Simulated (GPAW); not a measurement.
Te:

```
Te
1.0
     4.45400    0.00000    0.00000
    -2.22700    3.85728    0.00000
     0.00000    0.00000    5.92400
Te
3
Direct
  0.73100 0.73100 0.00000
  0.00000 0.26900 0.66667
  0.26900 0.00000 0.33333
```

Base run:

- Program: GPAW 26.7.0
- Functional: PBE
- Potentials or basis: GPAW PAW data sets (gpaw-data 1.2.1)
- Cutoff: 450 eV
- Basis: pw
- k mesh: 6 × 6 × 4
- Occupations: fermi-dirac, width 0.05 eV
- Spin: no spin polarisation

Its results: band gap on the k mesh 0.17 eV, direct; pressure 1.0 GPa; largest force 0.104 eV/Å.

Q: The run is repeated on the same cell with these changes: functional from PBE to r2SCAN. What comes out?

A: Band gap on the k mesh 0.33 eV, direct; pressure 0.4 GPa; largest force 0.120 eV/Å.

r2SCAN gives the wider gap, since meta-GGAs in the generalised Kohn-Sham scheme recover part of the derivative discontinuity.

Caveats: the cutoff is short for stress and forces, so pressures can be off by a GPa or more; spin-orbit coupling is left out, which moves the levels of the heavy elements; the PAW data sets were made with another functional, which shifts forces and pressure a little (some runs).

A k mesh can miss the band edges.
